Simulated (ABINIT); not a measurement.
A run of ABINIT 10.8.3 (patched build) is set up as follows.

The input run.abi:

```
# Pseudopotentials
pp_dirpath "./"
pseudos "P.upf, B.upf"

# Structure
acell 3*1.0 Angstrom
rprim
     0.0000000000     2.2690000000     2.2690000000
     2.2690000000     0.0000000000     2.2690000000
     2.2690000000     2.2690000000     0.0000000000
ntypat 2
znucl 15 5
natom 2
typat 1 2
xred
     0.7500000000     0.7500000000     0.7500000000
     0.0000000000     0.0000000000     0.0000000000

# Plane-wave basis
ecut 34.0

# k points
kptopt 1
ngkpt 8 8 8
nshiftk 1
shiftk 0.0 0.0 0.0

# Exchange and correlation
ixc 7

# Bands and occupations
nband 8
occopt 3
tsmear 0.00183747

# SCF cycle
nstep 100
tolvrs 1.0e-10

# Output
iomode 3
prtwf 0
prteig 0
prtebands 0
prtden 1
prtvha 1
prtvclmb 1
prtpot 1
prtelf 1
```

Potentials or basis: PseudoDojo NC SR LDA v0.4.1 standard.

Run with:

```bash
$ abinit run.abi > log 2>&1
```

Task: Predict the pressure.

Result: -5.7 GPa.

Task: What does it give for the band gap on the k mesh?

Result: 1.23 eV, indirect (least direct gap 3.39 eV).

A k mesh can miss the band edges. LDA gaps usually lie below the measured ones, often by a third to a half.
